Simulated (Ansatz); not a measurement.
The system is P.

```
P
1.0
     1.64774   -5.46504    0.00000
     1.64774    5.46504    0.00000
     0.00000    0.00000    4.54364
P
4
Direct
  0.90414 0.09586 0.58882
  0.09586 0.90414 0.41118
  0.59586 0.40414 0.08882
  0.40414 0.59586 0.91118
```

| Property | Result |
| --- | --- |
| Program | Ansatz 0.2.0 |
| Task | relaxation of cell and atoms |
| Functional | PBE |
| Dispersion | D3(BJ) |
| Potentials or basis | Ansatz PAW |
| Cutoff | 420 eV (not typed: the program's choice for these potentials) |
| k mesh | 8 × 8 × 6 |
| Occupations | fermi-dirac, width 0.05 eV |
| Spin | no spin polarisation |

At the start: volume 20.46 Å³/atom.

Where does the relaxation end?

It ends after 8 steps and the volume is 17.57 Å³/atom (-14.1 %); space group Cmce (No. 64, to 0.05 Å).

Step by step:
```tsv
step	energy change (eV)	largest force (eV/Å)	volume (Å³)
1	0.0000	0.3529	81.83
2	-0.0885	0.0984	74.05
3	-0.1056	0.1858	68.56
4	-0.1210	0.1288	69.34
5	-0.1240	0.1469	69.50
6	-0.1274	0.0273	70.71
7	-0.1278	0.0059	70.30
8	-0.1272	0.0057	70.30
```

Final structure:
```
CELL_PARAMETERS angstrom
1.66050 -5.08423 0.00000
1.66050 5.08423 0.00000
0.00000 0.00000 4.16344
ATOMIC_POSITIONS crystal
P 0.89334 0.10666 0.57157
P 0.10666 0.89334 0.42843
P 0.60666 0.39334 0.07157
P 0.39334 0.60666 0.92843
```

Caveat: the plane-wave basis is chosen anew once the cell has moved, so the energies of steps on either side of that aren't comparable.
